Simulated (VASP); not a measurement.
H3C2N, 36 atoms in the cell. The cell holds a amorphous, 36 atoms: a = 8.788 Å, b = 8.788 Å, c = 8.788 Å, α = 90.00°, β = 90.00°, γ = 90.00°. The cell was built by a generator and needn't be a form met in nature.

* Program: VASP 6.6.1
* Task: single point
* Functional: PBE
* Potentials or basis: VASP PAW PBE potentials, release 64 (C, N, H)
* Cutoff: 520 eV
* k mesh: 1 × 1 × 1
* Occupations: fermi-dirac, width 0.05 eV
* Spin: no spin polarisation
* Dipole correction: no
* Further INCAR settings: LREAL = Auto; ALGO = Normal; EDIFF = 1e-06; NBANDS = 72

Potentials or basis: VASP PAW PBE potentials, release 64 (C, N, H).

Command:

```sh
$ cat potpaw_PBE.64/C/POTCAR potpaw_PBE.64/N/POTCAR potpaw_PBE.64/H/POTCAR > POTCAR
$ mpirun -np 1 vasp_gam > vasp.out
```

Hardware: 1 thread of AMD EPYC 9R45 (Zen 5), on a shared host.

Problem. How long does it take, and how much memory?

Solution. Wall time 67 s on 1 thread of AMD EPYC 9R45 (Zen 5), on a shared host, peak memory 0.66 GiB. Counts: scf iterations 19, k points 1.
